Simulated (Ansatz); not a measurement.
# CdSe (rocksalt type): the cost of one run

Computed with Ansatz 0.2.0 (DFT PBE, with the methods named in each step, unless a step's input says otherwise).

**1. Starting point**

It takes space group Fm-3m (No. 225, cubic). Conventional cell: a = 5.739 Å, b = 5.739 Å, c = 5.739 Å, α = 90.00°, β = 90.00°, γ = 90.00°. Cd (site symmetry m-3m) has 6 Se at 2.87 Å in its first shell of neighbours. Se (site symmetry m-3m) has 6 Cd at 2.87 Å in its first shell of neighbours.

Structure file:

```xyz
2
Lattice="0.0000 2.8693 2.8693 2.8693 0.0000 2.8693 2.8693 2.8693 0.0000" Properties=species:S:1:pos:R:3 pbc="T T T"
Cd    0.0000    0.0000    0.0000
Se    2.8693    2.8693    2.8693
```

Whether this phase is the stable one at these pressures isn't tested.

Atoms are numbered in the order of the input: Cd1, Se2.

**2. The reference volume, LAPW**

input.yaml reads:

```yaml
crystal:
  lattice:
    - [0.0, 2.869273512, 2.869273512]
    - [2.869273512, 0.0, 2.869273512]
    - [2.869273512, 2.869273512, 0.0]
  atoms:
    - { symbol: Cd, position: [0.0, 0.0, 0.0] }
    - { symbol: Se, position: [0.5, 0.5, 0.5] }
kpoints:
  mp_grid: { grid: [14, 14, 14] }
  band_path:
    path:
      - [0.0, 0.0, 0.0]
      - [0.5, 0.0, 0.5]
      - [0.625, 0.25, 0.625]
      - [0.375, 0.375, 0.75]
      - [0.0, 0.0, 0.0]
      - [0.5, 0.5, 0.5]
      - [0.5, 0.25, 0.75]
      - [0.5, 0.0, 0.5]
    npoints: 14
scf:
  occupations: { method: fermi_dirac, width: 0.08 }
hamiltonian:
  xc: pbe
  pseudopotentials: { kind: all_electron, lapw: { basis_error: 0.001 } }
output:
  forces: true
  stress: true
  eigenvalues: true
  populations: true
  dos: { projected: true, de: 0.2, e_range: [-14, 8] }
```

Started as:

```console
> ansatz run input.yaml --threads 1 --pin off --max-ram 2048MiB --backend cpu --events-out ev --progress --plain --runs-dir out
```

**Question.** How long does this run take on 1 thread of Arm Neoverse V2, shared host, and how much memory does it need?

About 27 s, with a peak of 0.45 GiB.
